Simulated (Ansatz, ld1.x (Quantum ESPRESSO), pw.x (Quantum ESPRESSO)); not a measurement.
What a changed setting does to a pw.x run (diamond Al)

Potential: norm-conserving RRKJ (Kleinman–Bylander form), ld1.x (Quantum ESPRESSO) 7.5, PBE; core [Ne], reference 3s2 3p1; waves: 3s (bound): rc 2.30 bohr; 3d channel at 0.25 Ry: rc 2.40 bohr; 3p (bound): rc 2.15 bohr; local part: the p channel; core correction: none; rho0 0.02.

The reference run (k-mesh 8³, cutoffs 40/160 Ry, Fermi–Dirac 0.01 Ry, mixing_beta 0.4, conv_thr 1e-9, no spin) gives 0.15 GPa at 27.707 Å³/atom, where all-electron LAPW gives -0.02 GPa. This run, with its own iteration cap, changes degauss to 0.02.

```
&control
  calculation='scf', prefix='x', pseudo_dir='./', outdir='./tmp', tstress=.true., disk_io='none'
/
&system
  ibrav=0, nat=2, ntyp=1, ecutwfc=40, ecutrho=160, nbnd=10,
  occupations='smearing', smearing='fd', degauss=0.02
/
&electrons
  conv_thr=1e-09, mixing_beta=0.4, electron_maxstep=50
/
ATOMIC_SPECIES
Al 1.0 Al.UPF
CELL_PARAMETERS angstrom
  0.00000000 3.02595990 3.02595990
  3.02595990 0.00000000 3.02595990
  3.02595990 3.02595990 0.00000000
ATOMIC_POSITIONS crystal
Al 0.0000 0.0000 0.0000
Al 0.2500 0.2500 0.2500
K_POINTS automatic
8 8 8 0 0 0
```

```bash
pw.x < Al.scf.in > Al.scf.out
```

How does the run end?

It converges in 7 iterations; the free energy moves by -68.7 meV/atom and the pressure by +0.31 GPa. In a metal, with Fermi–Dirac smearing, F lies below its zero-width value by a term in the square of the width.

```
Message from routine setup:
     using ibrav=0 with symmetry is DISCOURAGED, use correct ibrav instead
     lattice parameter (alat)  =       8.0868  a.u.
     unit-cell volume          =     373.9522 (a.u.)^3
     number of electrons       =         6.00
     number of Kohn-Sham states=           10
     kinetic-energy cutoff     =      40.0000  Ry
     charge density cutoff     =     160.0000  Ry
     scf convergence threshold =      1.0E-09
     Exchange-correlation= PBE
     number of k points=    29  Fermi-Dirac smearing, width (Ry)=  0.0200
     iteration #  1     ecut=    40.00 Ry     beta= 0.40
     total energy              =      -8.20242292 Ry
     estimated scf accuracy    <       0.00890568 Ry
     iteration #  2     ecut=    40.00 Ry     beta= 0.40
     total energy              =      -8.20305359 Ry
     estimated scf accuracy    <       0.00318680 Ry
     iteration #  3     ecut=    40.00 Ry     beta= 0.40
     total energy              =      -8.20311653 Ry
     estimated scf accuracy    <       0.00001664 Ry
     iteration #  4     ecut=    40.00 Ry     beta= 0.40
     total energy              =      -8.20312014 Ry
     estimated scf accuracy    <       0.00000007 Ry
     iteration #  5     ecut=    40.00 Ry     beta= 0.40
     total energy              =      -8.20312022 Ry
     estimated scf accuracy    <          8.9E-09 Ry
     iteration #  6     ecut=    40.00 Ry     beta= 0.40
     total energy              =      -8.20312022 Ry
     estimated scf accuracy    <          2.1E-09 Ry
     iteration #  7     ecut=    40.00 Ry     beta= 0.40
     the Fermi energy is     2.7396 ev
!    total energy              =      -8.20312022 Ry
     estimated scf accuracy    <          2.9E-12 Ry
     smearing contrib. (-TS)   =      -0.02600672 Ry
     The total energy is F=E-TS. E is the sum of the following terms:
     one-electron contribution =       2.81363647 Ry
     hartree contribution      =       0.41144500 Ry
     xc contribution           =      -2.92384829 Ry
     ewald contribution        =      -8.47834668 Ry
     convergence has been achieved in   7 iterations
          total   stress  (Ry/bohr**3)                   (kbar)     P=        4.64
     Message from routine punch:
     Nothing written, as per user request (disk_io='none')
```

The run took about 12 s on one core of a shared server CPU.
